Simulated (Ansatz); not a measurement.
## Hg: tetragonal deformation path

All numbers below come from DFT r2SCAN, scalar-relativistic, plane waves, PAW (Ansatz 0.2.0). Cutoff 500 eV, Γ-centred 20×20×20 k-points, Gaussian smearing of 0.15 eV. Spin–orbit coupling is left out, which can shift energies with elements as heavy as these. No spin polarisation. Energies are free energies at this smearing, counted from the undisturbed cell; pressure is positive in compression.

The undisturbed cell (as given, not relaxed at this level; it stands at 0.0 GPa; this fcc form isn't the usual structure):

```
Hg
1.0
     0.00000    2.39191    2.39191
     2.39191    0.00000    2.39191
     2.39191    2.39191    0.00000
Hg
1
Direct
  0.00000 0.00000 0.00000
```

At fixed volume and fractional coordinates, lengths along (0.000, 0.000, 1.000) are scaled against those across it; ρ is that ratio over its starting value. The cell is metallic on the mesh throughout. At ρ = 0.707 the cell becomes cubic (Im-3m), and there the slope of the energy vanishes by symmetry.

```csv
ρ,ΔE (meV/atom)
0.707,-20.5
0.850,-13.9
1.000,0.0
1.200,-11.2
1.414,-4.7
```

**Question.** Predict the pressure (GPa) at each point.

**Answer.**
```tsv
ρ	pressure (GPa)
0.707	-0.3
0.850	-0.3
1.000	0.0
1.200	-0.7
1.414	-0.4
```